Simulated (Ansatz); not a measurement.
BeS:

```
CELL_PARAMETERS angstrom
0.00000 2.42500 2.42500
2.42500 0.00000 2.42500
2.42500 2.42500 0.00000
ATOMIC_POSITIONS crystal
S 0.75000 0.75000 0.75000
Be 0.00000 0.00000 0.00000
```

Base run:

| Item | Value |
| --- | --- |
| Program | Ansatz 0.2.0 |
| Functional | PBE0 |
| Potentials or basis | all-electron PAW datasets made for the crystal |
| Cutoff | 310 eV (chosen from the basis error) |
| k mesh | 6 × 6 × 6 |
| Occupations | fermi-dirac, width 0.05 eV |
| Spin | no spin polarisation |

Its results: band gap on the k mesh 4.77 eV, indirect (least direct gap 7.61 eV); pressure 0.2 GPa.

Task: The run is repeated on the same cell with these changes: functional from PBE0 to HSE06. What comes out?

Result: Band gap on the k mesh 4.06 eV, indirect (least direct gap 6.87 eV); pressure 0.2 GPa.

A k mesh can miss the band edges.
